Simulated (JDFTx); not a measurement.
# Zr (P6_3/mmc) in JDFTx: equation of state

How stiff is Zr in PBEsol, and what volume does it want? The cell is scaled to several volumes.

All numbers are computed with JDFTx 1.7.0 (patched build); they aren't measurements. Logs are shortened: lines on timing, memory, paths and dates and some standing lists are left out, and cuts for length are marked. The log counts tension as positive stress, the text compression.

## 1. The structure

The structure is hexagonal, space group P6_3/mmc (No. 194). Conventional cell: a = 3.232 Å, b = 3.232 Å, c = 5.147 Å, α = 90.00°, β = 90.00°, γ = 120.00°. Zr (site symmetry -6m2) is surrounded by 12 Zr at 3.18 to 3.23 Å.

## 2. Equation of state, PBEsol, 21.88 Å³/atom (volume scaled by 0.94)

Contents of Zr.in:

```
lattice \
    5.9829150579    -2.9914575289     0.0000000000 \
    0.0000000000     5.1813564286     0.0000000000 \
    0.0000000000     0.0000000000     9.5278662756
coords-type Lattice
ion Zr     0.6666666667     0.3333333333     0.7500000000 1
ion Zr     0.3333333333     0.6666666667     0.2500000000 1

ion-species pseudo/Zr.upf
elec-cutoff 33 264
elec-ex-corr gga-PBEsol
kpoint-folding 9 9 5
elec-smearing Fermi 0.0018374661
elec-n-bands 18
electronic-SCF nIterations 100 energyDiffThreshold 1e-09
electronic-minimize nIterations 30 energyDiffThreshold 1e-7
forces-output-coords Cartesian

dump-name run.$VAR
dump End Ecomponents EigStats BandEigs Kpoints Forces Stress ElecDensity Dtot KEdensity
```

Potentials or basis: PseudoDojo-SR-PBEsol-0.4.1-standard with smoothed tails.

Started as:

```bash
$ jdftx -c 1 -i Zr.in -o Zr.out
```

The log of the run:

```text
*************** JDFTx 1.7.0 (patched build) ***************

Input parsed successfully to the following command list (including defaults):

basis kpoint-dependent
coords-type Lattice
core-overlap-check vector
coulomb-interaction Periodic
davidson-band-ratio 1.1
dump End Forces ElecDensity KEdensity Dtot BandEigs EigStats Ecomponents Stress Kpoints
dump-name run.$VAR
elec-cutoff 33 264
elec-eigen-algo Davidson
elec-ex-corr gga-PBEsol
elec-n-bands 18 1
elec-smearing Fermi 0.00183747
electronic-minimize  \
	dirUpdateScheme      FletcherReeves \
	linminMethod         DirUpdateRecommended \
	nIterations          30 \
	history              15 \
	knormThreshold       0 \
	maxThreshold         no \
	energyDiffThreshold  1e-07 \
	nEnergyDiff          2 \
	convergeAll          no \
	alphaTstart          1 \
	alphaTmin            1e-10 \
	updateTestStepSize   yes \
	alphaTreduceFactor   0.1 \
	alphaTincreaseFactor 3 \
	nAlphaAdjustMax      3 \
	wolfeEnergy          0.0001 \
	wolfeGradient        0.9 \
	abortOnFailedStep    no \
	fdTest               no
electronic-scf  \
	nIterations	100 \
	energyDiffThreshold	1e-09 \
	residualThreshold	1e-07 \
	mixFraction	0.5 \
	qMetric	0.8 \
	history	10 \
	nEigSteps	2 \
	eigDiffThreshold	1e-08 \
	mixedVariable	Density \
	qKerker	0.8 \
	qKappa	-1 \
	verbose	no \
	mixFractionMag	1.5
exchange-regularization WignerSeitzTruncated
fluid None
fluid-ex-corr lda-TF lda-PZ
fluid-gummel-loop 10 1.000000e-05
fluid-minimize  \
	dirUpdateScheme      PolakRibiere \
	linminMethod         DirUpdateRecommended \
	nIterations          100 \
	history              15 \
	knormThreshold       0 \
	maxThreshold         no \
	energyDiffThreshold  0 \
	nEnergyDiff          2 \
	convergeAll          no \
	alphaTstart          1 \
	alphaTmin            1e-10 \
	updateTestStepSize   yes \
	alphaTreduceFactor   0.1 \
	alphaTincreaseFactor 3 \
	nAlphaAdjustMax      3 \
	wolfeEnergy          0.0001 \
	wolfeGradient        0.9 \
	abortOnFailedStep    no \
	fdTest               no
fluid-solvent H2O 55.338 ScalarEOS \
	epsBulk 78.4 \
	pMol 0.92466 \
	epsInf 1.77 \
	Pvap 1.06736e-10 \
	sigmaBulk 4.62e-05 \
	Rvdw 2.61727 \
	Res 1.42 \
	tauNuc 343133 \
	poleEl 15 7 1
[... 112 lines left out ...]
    4D    l: 2   occupation:  2.0   eigenvalue: -0.132729
    5S    l: 0   occupation:  2.0   eigenvalue: -0.164081
  Core radius for overlap checks: 1.48 bohrs.

Initialized 1 species with 2 total atoms.

Folded 1 k-points by 9x9x5 to 405 k-points.

---------- Setting up k-points, bands, fillings ----------
Reduced to 36 k-points under symmetry.
Computing the number of bands and number of electrons
Calculating initial fillings.
nElectrons:  24.000000   nBands: 18   nStates: 36

----- Setting up reduced wavefunction bases (one per k-point) -----
average nbasis = 2674.170 , ideal nbasis = 2674.342

---------- Setting up ewald sum ----------
Optimum gaussian width for ewald sums = 2.366950 bohr.
Real space sum over 1521 unit cells with max indices [  6  6  4  ]
Reciprocal space sum over 2057 terms with max indices [  5  5  8  ]

---------- Allocating electronic variables ----------
Initializing wave functions:  linear combination of atomic orbitals
Zr pseudo-atom occupations:   s ( 2 2 )  p ( 6 )  d ( 2 )
	FillingsUpdate:  mu: +0.578027925  nElectrons: 24.000000
LCAOMinimize: Iter:   0  F: -94.7289907990250413  |grad|_K:  1.236e-04  alpha:  1.000e+00
	FillingsUpdate:  mu: +0.577482885  nElectrons: 24.000000
LCAOMinimize: Iter:   1  F: -94.7290974786539692  |grad|_K:  4.542e-06  alpha:  8.811e-01  linmin: -8.152e-03  cgtest:  7.614e-02
LCAOMinimize: Encountered beta<0, resetting CG.
	FillingsUpdate:  mu: +0.577480497  nElectrons: 24.000000
LCAOMinimize: Iter:   2  F: -94.7290976101046169  |grad|_K:  6.321e-07  alpha:  8.026e-01  linmin:  3.347e-05  cgtest:  9.250e-05
	FillingsUpdate:  mu: +0.577481059  nElectrons: 24.000000
LCAOMinimize: Iter:   3  F: -94.7290976128122395  |grad|_K:  1.916e-08  alpha:  8.545e-01  linmin:  2.274e-02  cgtest: -6.939e-02
LCAOMinimize: Converged (|Delta F|<1.000000e-06 for 2 iters).

-------- Electronic minimization -----------
Will mix electronic density at each iteration.
	FillingsUpdate:  mu: +0.577481059  nElectrons: 24.000000
	FillingsUpdate:  mu: +0.564425869  nElectrons: 24.000000
SCF: Cycle:  0   F: -94.784022823636320   dF: -5.493e-02   |Residual|: 7.948e-02   |deigs|: 1.207e-02
	FillingsUpdate:  mu: +0.557756679  nElectrons: 24.000000
SCF: Cycle:  1   F: -94.788499804326321   dF: -4.477e-03   |Residual|: 4.131e-02   |deigs|: 1.443e-02
	FillingsUpdate:  mu: +0.551830161  nElectrons: 24.000000
SCF: Cycle:  2   F: -94.790088005273560   dF: -1.588e-03   |Residual|: 1.141e-02   |deigs|: 1.364e-02
	FillingsUpdate:  mu: +0.553597327  nElectrons: 24.000000
SCF: Cycle:  3   F: -94.790087227834817   dF: +7.774e-07   |Residual|: 7.931e-03   |deigs|: 4.471e-03
	FillingsUpdate:  mu: +0.552696312  nElectrons: 24.000000
SCF: Cycle:  4   F: -94.790141411704425   dF: -5.418e-05   |Residual|: 1.191e-03   |deigs|: 2.057e-03
	FillingsUpdate:  mu: +0.552612373  nElectrons: 24.000000
SCF: Cycle:  5   F: -94.790143893836870   dF: -2.482e-06   |Residual|: 3.709e-04   |deigs|: 2.128e-04
	FillingsUpdate:  mu: +0.552620961  nElectrons: 24.000000
SCF: Cycle:  6   F: -94.790144326376335   dF: -4.325e-07   |Residual|: 3.943e-04   |deigs|: 4.703e-05
	FillingsUpdate:  mu: +0.552578707  nElectrons: 24.000000
SCF: Cycle:  7   F: -94.790144731719636   dF: -4.053e-07   |Residual|: 3.362e-05   |deigs|: 9.855e-05
	FillingsUpdate:  mu: +0.552579651  nElectrons: 24.000000
SCF: Cycle:  8   F: -94.790144809527376   dF: -7.781e-08   |Residual|: 4.923e-05   |deigs|: 1.579e-05
	FillingsUpdate:  mu: +0.552582261  nElectrons: 24.000000
SCF: Cycle:  9   F: -94.790144857885409   dF: -4.836e-08   |Residual|: 3.460e-05   |deigs|: 1.409e-05
	FillingsUpdate:  mu: +0.552584686  nElectrons: 24.000000
SCF: Cycle: 10   F: -94.790144872635565   dF: -1.475e-08   |Residual|: 2.621e-05   |deigs|: 9.273e-06
	FillingsUpdate:  mu: +0.552582448  nElectrons: 24.000000
SCF: Cycle: 11   F: -94.790144878077356   dF: -5.442e-09   |Residual|: 1.383e-05   |deigs|: 5.482e-06
	FillingsUpdate:  mu: +0.552581287  nElectrons: 24.000000
SCF: Cycle: 12   F: -94.790144880272081   dF: -2.195e-09   |Residual|: 5.694e-06   |deigs|: 3.448e-06
	FillingsUpdate:  mu: +0.552581601  nElectrons: 24.000000
SCF: Cycle: 13   F: -94.790144881202266   dF: -9.302e-10   |Residual|: 4.880e-06   |deigs|: 3.246e-06
	FillingsUpdate:  mu: +0.552581544  nElectrons: 24.000000
SCF: Cycle: 14   F: -94.790144881511182   dF: -3.089e-10   |Residual|: 4.677e-06   |deigs|: 2.977e-06
SCF: Converged (|Delta E|<1.000000e-09 for 2 iters).

Setting wave functions to eigenvectors of Hamiltonian

# Stress tensor in Cartesian coordinates [Eh/a0^3]:
[ -8.23084e-05            0            0  ]
[            0 -8.23084e-05            0  ]
[            0            0   -0.0001317  ]

# Ionic positions in lattice coordinates:
ion Zr   0.666666666666667   0.333333333333333   0.750000000000000 1
ion Zr   0.333333333333333   0.666666666666667   0.250000000000000 1

# Forces in Cartesian coordinates:
force Zr   0.000000000000000   0.000000000000000   0.000000000000000 1
force Zr   0.000000000000000   0.000000000000000   0.000000000000000 1

# Energy components:
   Eewald =      -78.6747480521155751
       EH =       13.0527271135233640
     Eloc =      -55.0921548582077065
      Enl =       10.4896834476191039
      Exc =      -19.9483719961205352
 Exc_core =        6.4036627304304767
       KE =       28.9796901596338508
-------------------------------------
     Etot =      -94.7895114552370188
       TS =        0.0006334262741616
-------------------------------------
        F =      -94.7901448815111820

IonicMinimize: Iter:   0  F: -94.790144881511182  |grad|_K:  1.768e-40
IonicMinimize: Converged (|grad|_K<1.000000e-04).

#--- Lowdin population analysis ---
# oxidation-state Zr +0.057 +0.057

Dumping 'run.eigStats' ...
	eMin: -1.235026 at state 0 ( [ +0.000000 +0.000000 +0.000000 ] spin 0 )
	HOMO: +0.551513 at state 5 ( [ +0.000000 +0.111111 +0.400000 ] spin 0 )
	mu  : +0.552582
	LUMO: +0.552674 at state 29 ( [ +0.222222 +0.222222 +0.400000 ] spin 0 )
	eMax: +0.762007 at state 12 ( [ +0.000000 +0.444444 +0.000000 ] spin 0 )
	HOMO-LUMO gap: +0.001161
	Optical gap  : +0.018283 at state 5 ( [ +0.000000 +0.111111 +0.400000 ] spin 0 )
Done!
```

It took 30 s on 1 thread of Intel Xeon 6975P-C (Granite Rapids), shared host; peak memory 0.14 GiB.

Results:

```yaml
Free_energy: -2579.3712 eV
Pressure: 2.9 GPa
Band_gap_on_the_k_mesh: none (metal or under the smearing width)
```

## 3. Equation of state, PBEsol, 22.35 Å³/atom (volume scaled by 0.96)

Changes to Zr.in since step 2:

```diff
@@ -1,5 +1,5 @@
 lattice \
-    5.9829150579    -2.9914575289     0.0000000000 \
-    0.0000000000     5.1813564286     0.0000000000 \
-    0.0000000000     0.0000000000     9.5278662756
+    6.0250496507    -3.0125248252     0.0000000000 \
+    0.0000000000     5.2178460565     0.0000000000 \
+    0.0000000000     0.0000000000     9.5949661361
 coords-type Lattice
```

Potentials or basis: PseudoDojo-SR-PBEsol-0.4.1-standard with smoothed tails.

Started as:

```bash
$ jdftx -c 1 -i Zr.in -o Zr.out
```

Wall time 31 s (1 thread of Intel Xeon 6975P-C (Granite Rapids), shared host); peak memory 0.14 GiB.

The run converged. Its results:

```yaml
Free_energy: -2579.3818 eV
Pressure: 0.7 GPa
Band_gap_on_the_k_mesh: none (metal or under the smearing width)
```

## 4. Equation of state, PBEsol, 22.82 Å³/atom (volume scaled by 0.98)

Changes to Zr.in since step 3:

```diff
@@ -1,5 +1,5 @@
 lattice \
-    6.0250496507    -3.0125248252     0.0000000000 \
-    0.0000000000     5.2178460565     0.0000000000 \
-    0.0000000000     0.0000000000     9.5949661361
+    6.0666030302    -3.0333015151     0.0000000000 \
+    0.0000000000     5.2538323388     0.0000000000 \
+    0.0000000000     0.0000000000     9.6611404075
 coords-type Lattice
```

Started as:

```bash
$ jdftx -c 1 -i Zr.in -o Zr.out
```

Wall time 30 s (1 thread of Intel Xeon 6975P-C (Granite Rapids), shared host); peak memory 0.14 GiB.

It converged, with:

| Property | Result |
| --- | --- |
| Free energy | -2579.3799 eV |
| Pressure | -1.3 GPa |
| Band gap on the k mesh | none (metal or under the smearing width) |

## 5. Equation of state, PBEsol, 23.28 Å³/atom

Changes to Zr.in since step 4:

```diff
@@ -1,5 +1,5 @@
 lattice \
-    6.0666030302    -3.0333015151     0.0000000000 \
-    0.0000000000     5.2538323388     0.0000000000 \
-    0.0000000000     0.0000000000     9.6611404075
+    6.1075948348    -3.0537974174     0.0000000000 \
+    0.0000000000     5.2893322829     0.0000000000 \
+    0.0000000000     0.0000000000     9.7264203634
 coords-type Lattice
```

Started as:

```bash
$ jdftx -c 1 -i Zr.in -o Zr.out
```

Run time: 33 s. Hardware: 1 thread of Intel Xeon 6975P-C (Granite Rapids), shared host; peak memory 0.14 GiB.

It converged, with:

```yaml
Free_energy: -2579.3667 eV
Pressure: -3.2 GPa
Band_gap_on_the_k_mesh: none (metal or under the smearing width)
```

## 6. Equation of state, PBEsol, 23.75 Å³/atom (volume scaled by 1.02)

Changes to Zr.in since step 5:

```diff
@@ -1,5 +1,5 @@
 lattice \
-    6.1075948348    -3.0537974174     0.0000000000 \
-    0.0000000000     5.2893322829     0.0000000000 \
-    0.0000000000     0.0000000000     9.7264203634
+    6.1480436615    -3.0740218307     0.0000000000 \
+    0.0000000000     5.3243619943     0.0000000000 \
+    0.0000000000     0.0000000000     9.7908356206
 coords-type Lattice
```

Potentials or basis: PseudoDojo-SR-PBEsol-0.4.1-standard with smoothed tails.

Started as:

```bash
$ jdftx -c 1 -i Zr.in -o Zr.out
```

The log of the run:

```text
*************** JDFTx 1.7.0 (patched build) ***************

Input parsed successfully to the following command list (including defaults):
[... the input with its defaults ...]

---------- Setting up symmetries ----------

Found 24 point-group symmetries of the bravais lattice
Found 24 space-group symmetries with basis
Applied RMS atom displacement 3.54957e-10 bohrs to make symmetries exact.

---------- Initializing the Grid ----------
R =
[      6.14804     -3.07402            0  ]
[            0      5.32436            0  ]
[            0            0      9.79084  ]
unit cell volume = 320.497
G =
[    1.02198   0.590041         -0  ]
[          0    1.18008          0  ]
[          0         -0   0.641741  ]
Minimum fftbox size, Smin = [  48  48  72  ]
Chosen fftbox size, S = [  48  48  72  ]

---------- Initializing tighter grid for wavefunction operations ----------
R =
[      6.14804     -3.07402            0  ]
[            0      5.32436            0  ]
[            0            0      9.79084  ]
unit cell volume = 320.497
G =
[... 90 lines left out ...]
SCF: Converged (|Delta E|<1.000000e-09 for 2 iters).

Setting wave functions to eigenvectors of Hamiltonian

# Stress tensor in Cartesian coordinates [Eh/a0^3]:
[  0.000174842            0            0  ]
[            0  0.000174842            0  ]
[            0            0  0.000151714  ]

# Ionic positions in lattice coordinates:
ion Zr   0.666666666666667   0.333333333333333   0.750000000000000 1
ion Zr   0.333333333333333   0.666666666666667   0.250000000000000 1

# Forces in Cartesian coordinates:
force Zr  -0.000000000000000  -0.000000000000000   0.000000000000000 1
force Zr  -0.000000000000000  -0.000000000000000   0.000000000000000 1

# Energy components:
   Eewald =      -76.5616447620030414
       EH =       13.8717795804399149
     Eloc =      -57.8903654031294792
      Enl =       10.4865042107443056
      Exc =      -19.8708382998793702
 Exc_core =        6.4036629940050931
       KE =       28.7723821533224999
-------------------------------------
     Etot =      -94.7885195265000959
       TS =        0.0005944560236326
-------------------------------------
        F =      -94.7891139825237303

IonicMinimize: Iter:   0  F: -94.789113982523730  |grad|_K:       -nan
IonicMinimize: None of the convergence criteria satisfied after 0 iterations.

#--- Lowdin population analysis ---
# oxidation-state Zr +0.070 +0.070

Dumping 'run.eigStats' ...
	eMin: -1.290499 at state 0 ( [ +0.000000 +0.000000 +0.000000 ] spin 0 )
	HOMO: +0.501595 at state 35 ( [ +0.333333 +0.333333 +0.400000 ] spin 0 )
	mu  : +0.502757
	LUMO: +0.502927 at state 2 ( [ +0.000000 +0.000000 +0.400000 ] spin 0 )
	eMax: +0.692573 at state 12 ( [ +0.000000 +0.444444 +0.000000 ] spin 0 )
	HOMO-LUMO gap: +0.001332
	Optical gap  : +0.011497 at state 4 ( [ +0.000000 +0.111111 +0.200000 ] spin 0 )
Done!
```

Run time: 33 s. Hardware: 1 thread of Intel Xeon 6975P-C (Granite Rapids), shared host; peak memory 0.14 GiB.

Results:

```yaml
Free_energy: -2579.3432 eV
Pressure: -4.9 GPa
Band_gap_on_the_k_mesh: none (metal or under the smearing width)
```

## 7. Equation of state, PBEsol, 24.21 Å³/atom (volume scaled by 1.04)

Changes to Zr.in since step 6:

```diff
@@ -1,5 +1,5 @@
 lattice \
-    6.1480436615    -3.0740218307     0.0000000000 \
-    0.0000000000     5.3243619943     0.0000000000 \
-    0.0000000000     0.0000000000     9.7908356206
+    6.1879671415    -3.0939835708     0.0000000000 \
+    0.0000000000     5.3589367423     0.0000000000 \
+    0.0000000000     0.0000000000     9.8544142568
 coords-type Lattice
```

Started as:

```bash
$ jdftx -c 1 -i Zr.in -o Zr.out
```

Wall time 50 s (1 thread of Intel Xeon 6975P-C (Granite Rapids), shared host); peak memory 0.16 GiB.

It converged, with:

```yaml
Free_energy: -2579.3101 eV
Pressure: -6.5 GPa
Band_gap_on_the_k_mesh: none (metal or under the smearing width)
```

## 8. Equation of state, PBEsol, 24.68 Å³/atom (volume scaled by 1.06)

Changes to Zr.in since step 7:

```diff
@@ -1,5 +1,5 @@
 lattice \
-    6.1879671415    -3.0939835708     0.0000000000 \
-    0.0000000000     5.3589367423     0.0000000000 \
-    0.0000000000     0.0000000000     9.8544142568
+    6.2273820078    -3.1136910038     0.0000000000 \
+    0.0000000000     5.3930710176     0.0000000000 \
+    0.0000000000     0.0000000000     9.9171829188
 coords-type Lattice
```

Started as:

```bash
$ jdftx -c 1 -i Zr.in -o Zr.out
```

Run time: 50 s. Hardware: 1 thread of Intel Xeon 6975P-C (Granite Rapids), shared host; peak memory 0.16 GiB.

It converged, with:

```
Free energy            : -2579.2683 eV
Pressure               : -7.9 GPa
Band gap on the k mesh : none (metal or under the smearing width)
```

## 9. Equation of state, PBEsol

Potentials or basis: PseudoDojo-SR-PBEsol-0.4.1-standard with smoothed tails.

No new run: the results of the series are fitted here.

What came out:

```
Equilibrium volume                        : 22.51 Å³/atom
Bulk modulus at fixed shape and positions : 100 GPa
Pressure derivative of the bulk modulus   : 3.2
```

Energy against volume, from the lowest point:
```
volume (Å³/atom)  energy (meV/atom)
          21.884               5.26
          22.350               0.00
          22.815               0.93
          23.281               7.51
          23.746              19.28
          24.212              35.82
          24.678              56.70
```

Caveat: the cell was scaled at fixed shape and fractional positions, which overstates the stiffness of a crystal with free parameters, most of all of layers and chains.
